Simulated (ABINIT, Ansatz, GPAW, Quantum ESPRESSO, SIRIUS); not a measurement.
One calculation of Ge, 6 ways

```
CELL_PARAMETERS angstrom
1.39715 -2.60052 0.00000
1.39715 2.60052 0.00000
0.00000 0.00000 2.69823
ATOMIC_POSITIONS crystal
Ge 0.50000 0.50000 0.00000
```

This isn't the form of Ge at room conditions, which is diamond.

Alike in all runs: task single point; functional PBEsol; k mesh 11 × 11 × 10; occupations fermi-dirac, width 0.05 eV; no spin polarisation; no spin-orbit coupling. Pressure is positive in compression and, in plane waves, holds the error of the finite cutoff, which Ansatz's Pulay term estimates and takes out.

```tsv
program and potentials	plane-wave cutoff (eV)	notes	pressure (GPa)
Ansatz, Ansatz PAW	420	potentials made for PBE, which Ansatz adapts in part; 14 valence electrons an atom on average; Pulay term of +0.03 GPa included	-4.06
SIRIUS, PseudoDojo 0.4.1 PBEsol standard (scalar relativistic)	1078	14 valence electrons an atom on average	-4.02
Ansatz, all-electron LAPW, scalar-relativistic	-	-	-4.03
GPAW, PAW data sets generated for this functional	600	4 valence electrons an atom on average	-4.24
ABINIT, PseudoDojo NC SR PBEsol v0.4.1 standard	1061	14 valence electrons an atom on average	?
Quantum ESPRESSO, GBRV 1.5 PBEsol	612	14 valence electrons an atom on average	-4.27
```

**Question.** Estimate from the other rows what the run with ABINIT, PseudoDojo NC SR PBEsol v0.4.1 standard gave.

**Answer.** Pressure -4.04 GPa. The other rows, which needn't bracket it: pressure -4.27 to -4.02.
